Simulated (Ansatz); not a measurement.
## What a trial cell of Ru relaxes into

Method: DFT PBE, scalar-relativistic, plane waves, PAW (Ansatz 0.2.0). Cutoff 420 eV, Γ-centred k mesh, Gaussian smearing, no spin polarisation in the final step.

The start puts Ru on the dhcp structure type (P6_3/mmc, No. 194), at a guessed volume.

```
CELL_PARAMETERS angstrom
2.74855 0.00000 0.00000
-1.37428 2.38032 0.00000
0.00000 0.00000 8.86463
ATOMIC_POSITIONS crystal
Ru 0.00000 0.00000 0.00000
Ru 0.00000 0.00000 0.50000
Ru 0.33333 0.66667 0.75000
Ru 0.66667 0.33333 0.25000
```

Steps on the 9×9×2 mesh (4 atoms). 5 of 5 steps are shown, and the free energy counts from the last. Trial steps that were taken back and renewals of the plane-wave basis can be among the rows.

```tsv
step	ΔF (meV/atom)	V (Å³/atom)	P (GPa)
1	31.2	14.50	-13.48
2	75.6	12.83	26.84
3	0.3	13.89	-2.07
4	-0.3	13.80	-0.03
5	0.0	13.80	0.00
```

A final relaxation ran on a 21×21×6 mesh. The relaxed crystal, P6_3/mmc (No. 194):

```cif
data_structure
_symmetry_space_group_name_H-M 'P6_3/mmc'
_symmetry_Int_Tables_number 194
_cell_length_a 2.7067
_cell_length_b 2.7067
_cell_length_c 8.7118
_cell_angle_alpha 90.000
_cell_angle_beta 90.000
_cell_angle_gamma 120.000
_cell_volume 55.27
loop_
_atom_site_label
_atom_site_type_symbol
_atom_site_symmetry_multiplicity
_atom_site_Wyckoff_symbol
_atom_site_fract_x
_atom_site_fract_y
_atom_site_fract_z
_atom_site_occupancy
Ru1 Ru 2 a 0.00000 0.00000 0.00000 1
Ru2 Ru 2 d 0.33333 0.66667 0.75000 1
```

| Quantity | Value |
| --- | --- |
| Volume per atom | 13.82 Å³ |
| Density | 12.15 g/cm³ |
| Energy over the standard structure | 0.08 eV/atom |
| Gap on the 21×21×6 mesh | 0 eV (a metal) |

Energies count from the standard state of Ru at the same level.

The final run used a 21×21×6 mesh on its 4-atom cell and 0.10 eV smearing. The k mesh leaves about 4 meV/atom of noise in metals.

Symmetry constrained the relaxation, so the result can be a saddle point.